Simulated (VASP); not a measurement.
# HC60N3 (a cell with a defect) in VASP: a series of runs

One crystal, HC60N3 (a cell with a defect), is run at these levels: PBE, LDA, r2SCAN; tasks: single point.

Everything below comes from runs of VASP 6.6.1. Logs are shortened: lines on timing, memory, paths and dates and some standing lists are left out, and cuts for length are marked.

**1. The crystal as given**

The cell holds a defect, 64 atoms: a = 7.140 Å, b = 7.140 Å, c = 7.140 Å, α = 90.00°, β = 90.00°, γ = 90.00°.

The cell was built by a generator and needn't be a form met in nature.

**2. Single point, PBE**

File INCAR:

```
ALGO = Normal
EDIFF = 1E-6
ENCUT = 520
GGA = PE
ISIF = 2
ISMEAR = 0
LASPH = T
LCHARG = F
LREAL = F
LWAVE = F
NBANDS = 166
NELM = 60
PREC = Accurate
SIGMA = 0.03
```

File KPOINTS:

```
k-points
0
Gamma
  2 2 2
```

File POSCAR:

```
HC60N3
1.0
    7.1400000000      0.0000000000      0.0000000000
    0.0000000000      7.1400000000      0.0000000000
    0.0000000000      0.0000000000      7.1400000000
H C N
1 60 3
Direct
    0.5177596100      0.5474699800      0.5326147900
    0.6319130000      0.6319130000      0.6319130000
    0.5014860000      0.7507060000      0.7507060000
    0.7507060000      0.5014860000      0.7507060000
    0.7507060000      0.7507060000      0.5014860000
    0.4950870000      0.2505090000      0.7494590000
    0.4950870000      0.7494590000      0.2505090000
    0.2505090000      0.4950870000      0.7494590000
    0.7494590000      0.4950870000      0.2505090000
    0.2505090000      0.7494590000      0.4950870000
    0.7494590000      0.2505090000      0.4950870000
    0.6235760000      0.3759650000      0.8734240000
    0.6235760000      0.8734240000      0.3759650000
    0.3759650000      0.6235760000      0.8734240000
    0.8734240000      0.6235760000      0.3759650000
    0.3759650000      0.8734240000      0.6235760000
    0.8734240000      0.3759650000      0.6235760000
    0.5050870000      0.2510410000      0.2510410000
    0.2510410000      0.5050870000      0.2510410000
    0.2510410000      0.2510410000      0.5050870000
    0.1273950000      0.6227350000      0.6227350000
    0.6227350000      0.1273950000      0.6227350000
    0.6227350000      0.6227350000      0.1273950000
    0.9999620000      0.4999560000      0.4999560000
    0.4999560000      0.9999620000      0.4999560000
    0.4999560000      0.4999560000      0.9999620000
    0.1278200000      0.3773090000      0.3773090000
    0.3773090000      0.1278200000      0.3773090000
    0.3773090000      0.3773090000      0.1278200000
    0.6239330000      0.8758650000      0.8758650000
    0.8758650000      0.6239330000      0.8758650000
    0.8758650000      0.8758650000      0.6239330000
    0.0011195000      0.7494200000      0.7494200000
    0.7494200000      0.0011195000      0.7494200000
    0.7494200000      0.7494200000      0.0011195000
    0.1237350000      0.3750450000      0.8761320000
    0.1237350000      0.8761320000      0.3750450000
    0.3750450000      0.1237350000      0.8761320000
    0.8761320000      0.1237350000      0.3750450000
    0.3750450000      0.8761320000      0.1237350000
    0.8761320000      0.3750450000      0.1237350000
    0.9987500000      0.2495250000      0.7493430000
    0.9987500000      0.7493430000      0.2495250000
    0.2495250000      0.9987500000      0.7493430000
    0.7493430000      0.9987500000      0.2495250000
    0.2495250000      0.7493430000      0.9987500000
    0.7493430000      0.2495250000      0.9987500000
    0.1237820000      0.1237820000      0.6246850000
    0.1237820000      0.6246850000      0.1237820000
    0.6246850000      0.1237820000      0.1237820000
    0.0017403000      0.2503660000      0.2503660000
    0.2503660000      0.0017403000      0.2503660000
    0.2503660000      0.2503660000      0.0017403000
    0.1249420000      0.8743930000      0.8743930000
    0.8743930000      0.1249420000      0.8743930000
    0.8743930000      0.8743930000      0.1249420000
    0.9999680000      0.9999680000      0.4998950000
    0.9999680000      0.4998950000      0.9999680000
    0.4998950000      0.9999680000      0.9999680000
    0.1254050000      0.1254050000      0.1254050000
    0.9997840000      0.9997840000      0.9997840000
    0.6351560000      0.3648080000      0.3648080000
    0.3648080000      0.6351560000      0.3648080000
    0.3648080000      0.3648080000      0.6351560000
```

Potentials or basis: VASP PAW PBE potentials, release 64 (H, C, N).

Command:

```console
$ cat potpaw_PBE.64/H/POTCAR potpaw_PBE.64/C/POTCAR potpaw_PBE.64/N/POTCAR > POTCAR
$ mpirun -np 1 vasp_std > vasp.out
```

OUTCAR:

```text
EDIFF = 1E-6
   ENCUT = 520
   GGA = PE
   ISIF = 2
   ISMEAR = 0
   LASPH = T
   LREAL = F
   NELM = 60
   PREC = Accurate

 ion  position               nearest neighbor table
   1  0.518  0.547  0.533-   2 1.24
   2  0.632  0.632  0.632-   1 1.24   3 1.52   4 1.52   5 1.52
   3  0.501  0.751  0.751-   2 1.52  30 1.54  16 1.55  14 1.55
   4  0.751  0.501  0.751-   2 1.52  31 1.54  17 1.55  12 1.55
   5  0.751  0.751  0.501-   2 1.52  32 1.54  15 1.55  13 1.55
   6  0.495  0.251  0.749-  64 1.48  38 1.54  22 1.56  12 1.56
   7  0.495  0.749  0.251-  63 1.48  40 1.54  23 1.56  13 1.56
[... 52 lines left out ...]
  60  0.125  0.125  0.125-  51 1.54  52 1.54  53 1.54  61 1.55
  61  1.000  1.000  1.000-  54 1.55  55 1.55  56 1.55  60 1.55
  62  0.635  0.365  0.365-  18 1.48  11 1.48   9 1.48
  63  0.365  0.635  0.365-  19 1.48  10 1.48   7 1.48
  64  0.365  0.365  0.635-  20 1.48   8 1.48   6 1.48

  LATTYP: Found a simple cubic cell.
 ALAT       =     7.1400000000

  Lattice vectors:

 A1 = (   7.1400000000,   0.0000000000,   0.0000000000)
 A2 = (   0.0000000000,   7.1400000000,   0.0000000000)
 A3 = (   0.0000000000,   0.0000000000,   7.1400000000)

Analysis of symmetry for initial positions (statically):
=====================================================================
 Subroutine PRICEL returns:
 Original cell was already a primitive cell.

 Routine SETGRP: Setting up the symmetry group for a
 simple cubic supercell.

 Subroutine GETGRP returns: Found  1 space group operations
 (whereof  1 operations were pure point group operations)
 out of a pool of 48 trial point group operations.

The static configuration has the point symmetry C_1 .

Analysis of symmetry for dynamics (positions and initial velocities):
=====================================================================
 Subroutine PRICEL returns:
 Original cell was already a primitive cell.

 Routine SETGRP: Setting up the symmetry group for a
 simple cubic supercell.

 Subroutine GETGRP returns: Found  1 space group operations
 (whereof  1 operations were pure point group operations)
 out of a pool of 48 trial point group operations.

The dynamic configuration has the point symmetry C_1 .

 Subroutine INISYM returns: Found  1 space group operations
 (whereof  1 operations are pure point group operations),
 and found     1 'primitive' translations

----------------------------------------------------------------------------------------

                                     Primitive cell

  volume of cell :     363.9943

  direct lattice vectors                    reciprocal lattice vectors
     7.140000000  0.000000000  0.000000000     0.140056022  0.000000000  0.000000000
     0.000000000  7.140000000  0.000000000     0.000000000  0.140056022  0.000000000
     0.000000000  0.000000000  7.140000000     0.000000000  0.000000000  0.140056022

  length of vectors
     7.140000000  7.140000000  7.140000000     0.140056022  0.140056022  0.140056022

  position of ions in fractional coordinates (direct lattice)
     0.517759610  0.547469980  0.532614790
     0.631913000  0.631913000  0.631913000
     0.501486000  0.750706000  0.750706000
     0.750706000  0.501486000  0.750706000
     0.750706000  0.750706000  0.501486000
     0.495087000  0.250509000  0.749459000
[... 56 lines left out ...]
     0.364808000  0.635156000  0.364808000
     0.364808000  0.364808000  0.635156000

  ion indices of the primitive-cell ions
   primitive index   ion index
                 1           1
                 2           2
                 3           3
                 4           4
                 5           5
                 6           6
[... 56 lines left out ...]
                63          63
                64          64

----------------------------------------------------------------------------------------

 KPOINTS: k-points

Automatic generation of k-mesh.
 Grid dimensions read from file:
 generate k-points for:    2    2    2

 Generating k-lattice:

  Cartesian coordinates                     Fractional coordinates (reciprocal lattice)
     0.070028011  0.000000000  0.000000000     0.500000000  0.000000000  0.000000000
     0.000000000  0.070028011  0.000000000     0.000000000  0.500000000  0.000000000
     0.000000000  0.000000000  0.070028011     0.000000000  0.000000000  0.500000000

  Length of vectors
     0.070028011  0.070028011  0.070028011

  Shift w.r.t. Gamma in fractional coordinates (k-lattice)
     0.000000000  0.000000000  0.000000000

 Subroutine IBZKPT returns following result:
 ===========================================

 Found      8 irreducible k-points:

 Following reciprocal coordinates:
            Coordinates               Weight
  0.000000  0.000000  0.000000      1.000000
  0.500000  0.000000  0.000000      1.000000
  0.000000  0.500000  0.000000      1.000000
  0.000000  0.000000  0.500000      1.000000
  0.500000  0.500000  0.000000      1.000000
  0.000000  0.500000  0.500000      1.000000
  0.500000  0.000000  0.500000      1.000000
  0.500000  0.500000  0.500000      1.000000
   k-points           NKPTS =      8   k-points in BZ     NKDIM =      8   number of bands    NBANDS=    166
   number of dos      NEDOS =    301   number of ions     NIONS =     64
   total plane-waves  NPLWV = 157464
   dimension x,y,z NGX =    54 NGY =   54 NGZ =   54
   dimension x,y,z NGXF=   108 NGYF=  108 NGZF=  108
   ions per type =               1  60   3
   NGX,Y,Z   is equivalent  to a cutoff of  12.57, 12.57, 12.57 a.u.
   NGXF,Y,Z  is equivalent  to a cutoff of  25.15, 25.15, 25.15 a.u.
 SYSTEM =  unknown system
   PREC   = accura    normal or accurate (medium, high low for compatibility)
   ISTART =      0    job   : 0-new  1-cont  2-samecut
   ICHARG =      2    charge: 1-file 2-atom 10-const
   ISPIN  =      1    spin polarized calculation?
   LNONCOLLINEAR =      F non collinear calculations
   LSORBIT =      F    spin-orbit coupling
   LASPH  =      T    aspherical Exc in radial PAW
   ENCUT  =  520.0 eV  38.22 Ry    6.18 a.u.  13.28 13.28 13.28*2*pi/ulx,y,z
   NELM   =     60;   NELMIN=  2; NELMDL= -5     # of ELM steps
   EDIFF  = 0.1E-05   stopping-criterion for ELM
   LREAL  =      F    real-space projection
   EDIFFG = 0.1E-04   stopping-criterion for IOM
   NSW    =      0    number of steps for IOM
   IBRION =     -1    ionic relax: 0-MD 1-quasi-New 2-CG
   NFREE  =      0    steps in history (QN), initial steepest desc. (CG)
   ISIF   =      2    stress and relaxation
   ISYM   =      2    0-nonsym 1-usesym 2-fastsym
   POTIM  = 0.5000    time-step for ionic-motion
   TEBEG  =    0.0;   TEEND  =   0.0 temperature during run
   PSTRESS=    0.0 pullay stress
   NELECT =     256.0000    total number of electrons
   NUPDOWN=      -1.0000    fix difference up-down
   EMIN   =  10.00;   EMAX   =-10.00  energy-range for DOS
   EFERMI =   0.00;   METHOD = LEGACY
   ISMEAR =     0;   SIGMA  =   0.03  broadening in eV -4-tet -1-fermi 0-gaus
   EFERMI_NEDOS =   21; number of points for ismear=-14 and -15
   IALGO  =     38    algorithm
   IMIX   =      4    mixing-type and parameters
     AMIX     =   0.40;   BMIX     =  1.00
     AMIX_MAG =   1.60;   BMIX_MAG =  1.00
  volume/ion in A,a.u.               =       5.69        38.38
  Fermi-wavevector in a.u.,A,eV,Ry     =   1.455872  2.751200 28.838420  2.119564
  Thomas-Fermi vector in A             =   2.572856
   LORBIT       =      0    0 simple, 1 ext, 2 COOP (PROOUT), +10 PAW based schemes
   GGA     = PE    functional components
   LHFCALC =     F    Hartree Fock is set to
   AEXX    =    0.0000 exact exchange contribution
   IVDW    =     0    specifies the selected vdW correction
   LEPSILON=     F    determine dielectric tensor
   LRPA    =     F    only Hartree local field effects (RPA)
 non-spin polarized calculation
 Gauss-broadening in eV      SIGMA  =   0.03
  energy-cutoff  :      520.00
  volume of cell :      363.99
 maximum number of plane-waves:      9808
 NGX is ok and might be reduce to    54
   NGX = 27   NGY = 27   NGZ = 27

 number of electron     256.0000001 magnetization

 Free energy of the ion-electron system (eV)
  ---------------------------------------------------
  ext. energy  EPLUGINS =         0.00000000
  ---------------------------------------------------
  free energy    TOTEN  =      -570.16867786 eV

  energy without entropy =     -570.16867786  energy(sigma->0) =     -570.16867786

 E-fermi :  10.0476     XC(G=0): -13.1745

 val. band max:        9.8244844694   @ k =   0.0000   0.0000   0.0000
 cond. band min:      13.5012749483   @ k =   0.0000   0.5000   0.0000
 fundamental gap:      3.6767904788
 Fermi energy:        10.0476074408

 k-point     1 :       0.0000    0.0000    0.0000
  band No.  band energies     occupation
      1     -12.2521      2.00000
      2     -10.6577      2.00000
      3     -10.6041      2.00000
      4     -10.1701      2.00000
      5      -9.7653      2.00000
      6      -9.7623      2.00000
[... 132 lines left out ...]
    139      14.3522      0.00000
    140      14.5158      0.00000

 k-point     2 :       0.5000    0.0000    0.0000
  band No.  band energies     occupation
      1     -11.8476      2.00000
      2     -11.5672      2.00000
      3     -10.5394      2.00000
      4     -10.0086      2.00000
      5      -9.5757      2.00000
      6      -9.2414      2.00000
[... 990 lines left out ...]
    139      15.4669      0.00000
    140      15.4690      0.00000
 [bands above 140 left out]

------------------------ aborting loop because EDIFF is reached ----------------------------------------

  FORCE on cell =-STRESS in cart. coord.  units (eV):
  Direction    XX          YY          ZZ          XY          YZ          ZX
  --------------------------------------------------------------------------------------
  -------------------------------------------------------------------------------------
  Total        0.4530061      2.2479840      1.3830199     -2.4656192     -1.8160021     -3.2285455
  in kB        1.9939762      9.8948488      6.0875756    -10.8528038     -7.9934139    -14.2109415
  external PRESSURE =       5.9921335 kB  Pullay stress =       0.0000000 kB

 VOLUME and BASIS-vectors are now :
 -----------------------------------------------------------------------------
  energy-cutoff  :      520.00
  volume of cell :      363.99
      direct lattice vectors                 reciprocal lattice vectors
     7.140000000  0.000000000  0.000000000     0.140056022  0.000000000  0.000000000
     0.000000000  7.140000000  0.000000000     0.000000000  0.140056022  0.000000000
     0.000000000  0.000000000  7.140000000     0.000000000  0.000000000  0.140056022

 POSITION                                       TOTAL-FORCE (eV/Angst)
 -----------------------------------------------------------------------------------
      3.69680      3.90894      3.80287         2.574040      1.166637      1.804225
      4.51186      4.51186      4.51186        -2.093332     -1.050372     -1.570998
      3.58061      5.36004      5.36004         0.213767      0.067613      0.075524
      5.36004      3.58061      5.36004        -0.311699     -0.097296     -0.303748
      5.36004      5.36004      3.58061        -0.132045     -0.131013      0.056032
      3.53492      1.78863      5.35114         0.063109      0.014437     -0.003693
[... 56 lines left out ...]
      2.60473      4.53501      2.60473        -0.081850     -0.077052     -0.049842
      2.60473      2.60473      4.53501        -0.082376     -0.047222     -0.048398
 -----------------------------------------------------------------------------------
    total drift:                                0.000135      0.000155      0.000128

  FREE ENERGIE OF THE ION-ELECTRON SYSTEM (eV)
  ---------------------------------------------------
  free  energy   TOTEN  =      -570.1686778647 eV

  energy  without entropy=     -570.1686778647  energy(sigma->0) =     -570.16867786
```

It took 24 min on 1 thread of AMD EPYC 7R43 (Zen 3), shared host; peak memory 0.56 GiB.

Results:

```
Free energy            : -570.1687 eV
Pressure               : 0.6 GPa
Largest force          : 3.353 eV/Å
Band gap on the k mesh : 3.68 eV, indirect (least direct gap 3.74 eV)
```

Forces in eV/Å, atoms in the order of the input:
```
H    2.574  1.167  1.804
C   -2.093 -1.050 -1.571
C    0.214  0.068  0.076
C   -0.312 -0.097 -0.304
C   -0.132 -0.131  0.056
C    0.063  0.014 -0.004
C    0.100  0.068 -0.063
C   -0.036  0.018  0.054
C   -0.007  0.003  0.028
C   -0.103  0.108  0.069
C   -0.029  0.045  0.021
C    0.018 -0.001  0.004
C    0.014  0.000  0.026
C    0.022  0.010 -0.001
C    0.000  0.015 -0.003
C    0.037  0.002  0.012
C    0.006 -0.015  0.019
C    0.039 -0.023 -0.017
C   -0.079 -0.066 -0.083
C   -0.042 -0.052  0.000
C   -0.005 -0.018 -0.008
C    0.003  0.001 -0.004
C    0.001 -0.016 -0.001
C   -0.020  0.001 -0.001
C   -0.001 -0.004  0.000
C   -0.002  0.001 -0.014
C   -0.002  0.004  0.013
C    0.005  0.002 -0.002
C    0.014 -0.003  0.000
C   -0.058  0.054  0.060
C   -0.003  0.033 -0.009
C    0.029  0.018 -0.012
C   -0.002  0.014  0.001
C   -0.006 -0.010  0.004
C   -0.008  0.015 -0.007
C    0.002 -0.007 -0.010
C    0.010 -0.016 -0.019
C   -0.010  0.003 -0.008
C   -0.003 -0.002 -0.001
C   -0.023 -0.017  0.012
C   -0.006 -0.001 -0.002
C    0.002 -0.001 -0.011
C   -0.005 -0.009  0.001
C   -0.009 -0.005 -0.011
C   -0.013  0.001 -0.011
C   -0.003 -0.009 -0.008
C   -0.012 -0.006  0.004
C    0.004  0.006  0.003
C    0.011  0.026  0.012
C   -0.013  0.004  0.003
C    0.001 -0.003 -0.009
C   -0.005  0.006  0.000
C   -0.010  0.001  0.003
C    0.003  0.000  0.003
C   -0.002  0.003 -0.004
C    0.002 -0.003  0.003
C    0.017  0.004  0.023
C    0.008 -0.010  0.003
C    0.053  0.014  0.022
C   -0.005 -0.006 -0.005
C   -0.004  0.002 -0.001
N   -0.025 -0.025 -0.036
N   -0.082 -0.077 -0.050
N   -0.082 -0.047 -0.048
```

Caveat: the k mesh is coarse (spacing up to 0.44 Å⁻¹), so the values aren't converged.

**3. Single point, LDA**

Changes to INCAR since step 2:

```diff
@@ -3,3 +3,3 @@
 ENCUT = 520
-GGA = PE
+GGA = CA
 ISIF = 2
```

KPOINTS is that of step 2.

POSCAR is that of step 2.

Potentials or basis: VASP PAW LDA potentials, release 64 (H, C, N).

Command:

```console
$ cat potpaw_LDA.64/H/POTCAR potpaw_LDA.64/C/POTCAR potpaw_LDA.64/N/POTCAR > POTCAR
$ mpirun -np 1 vasp_std > vasp.out
```

Run time: 21 min. Hardware: 1 thread of AMD EPYC 7R43 (Zen 3), shared host; peak memory 0.47 GiB.

It converged, with:

| Quantity | Value |
| --- | --- |
| Free energy | -635.0506 eV |
| Pressure | -13.4 GPa |
| Largest force | 2.972 eV/Å |
| Band gap on the k mesh | 3.63 eV, indirect (least direct gap 3.70 eV) |

Forces on the atoms (eV/Å):
```
H    2.315  0.983  1.585
C   -1.789 -0.813 -1.300
C    0.221  0.061  0.068
C   -0.310 -0.082 -0.302
C   -0.135 -0.133  0.067
C    0.012  0.085 -0.075
C    0.046 -0.003  0.007
C    0.034 -0.034 -0.017
C   -0.078 -0.048  0.099
C   -0.033  0.038  0.015
C   -0.101  0.116 -0.030
C    0.021  0.000  0.013
C    0.016  0.009  0.027
C    0.023  0.012  0.009
C    0.010  0.017 -0.002
C    0.038  0.011  0.013
C    0.015 -0.014  0.022
C    0.091  0.052  0.058
C   -0.005 -0.012 -0.009
C    0.032  0.022  0.053
C   -0.017 -0.018 -0.008
C    0.003 -0.011 -0.003
C    0.001 -0.015 -0.013
C   -0.018  0.000 -0.002
C   -0.002 -0.001 -0.001
C   -0.002  0.000 -0.011
C   -0.012  0.004  0.013
C    0.004 -0.008 -0.002
C    0.013 -0.003 -0.010
C   -0.060  0.057  0.062
C    0.000  0.027 -0.005
C    0.032  0.021 -0.016
C   -0.004  0.015  0.003
C   -0.004 -0.012  0.006
C   -0.006  0.016 -0.008
C    0.004 -0.012 -0.011
C    0.012 -0.018 -0.023
C   -0.015  0.006 -0.010
C   -0.005  0.000 -0.006
C   -0.027 -0.019  0.014
C   -0.007 -0.005 -0.001
C    0.002  0.000 -0.013
C   -0.004 -0.011  0.001
C   -0.009 -0.005 -0.013
C   -0.014  0.001 -0.010
C   -0.002 -0.010 -0.008
C   -0.014 -0.005  0.004
C    0.006  0.008  0.009
C    0.013  0.031  0.014
C   -0.006  0.006  0.004
C   -0.001 -0.004 -0.010
C   -0.006  0.004 -0.002
C   -0.011 -0.001  0.001
C    0.003  0.000  0.002
C   -0.002  0.003 -0.004
C    0.001 -0.003  0.003
C    0.018  0.005  0.026
C    0.009 -0.006  0.004
C    0.054  0.014  0.022
C   -0.004 -0.005 -0.005
C   -0.004  0.001 -0.002
N    0.150 -0.196 -0.211
N   -0.240  0.093 -0.205
N   -0.251 -0.208  0.124
```

Stress tensor (GPa, compression positive):
```
-13.78  -1.03  -1.35
 -1.03 -13.04  -0.75
 -1.35  -0.75 -13.40
```

Levels at points of the mesh, in eV from the valence-band top:
| k point | band 125 | band 126 | band 127 | band 128 | band 129 | band 130 | band 131 | band 132 |
| --- | --- | --- | --- | --- | --- | --- | --- | --- |
| (0.00, 0.00, 0.00) | -1.34 | -0.07 | -0.02 | 0.00 | 3.70 | 3.87 | 3.88 | 4.08 |
| (0.50, 0.00, 0.00) | -1.73 | -0.79 | -0.68 | -0.46 | 3.64 | 3.77 | 4.63 | 5.02 |
| (0.00, 0.50, 0.00) | -1.71 | -0.87 | -0.57 | -0.45 | 3.63 | 3.77 | 4.63 | 4.98 |
| (0.00, 0.00, 0.50) | -1.72 | -0.83 | -0.64 | -0.44 | 3.63 | 3.77 | 4.63 | 5.00 |
| (0.50, 0.50, 0.00) | -1.19 | -1.11 | -0.36 | -0.21 | 4.95 | 4.98 | 5.20 | 5.42 |
| (0.00, 0.50, 0.50) | -1.19 | -1.05 | -0.39 | -0.22 | 4.95 | 5.00 | 5.19 | 5.43 |
| (0.50, 0.00, 0.50) | -1.19 | -1.17 | -0.31 | -0.23 | 4.96 | 4.97 | 5.21 | 5.41 |
| (0.50, 0.50, 0.50) | -2.02 | -0.55 | -0.43 | -0.29 | 4.86 | 4.88 | 5.06 | 5.39 |

Caveat: the k mesh is coarse (spacing up to 0.44 Å⁻¹), so the values aren't converged.

(Part 1 of 2 ends here.)
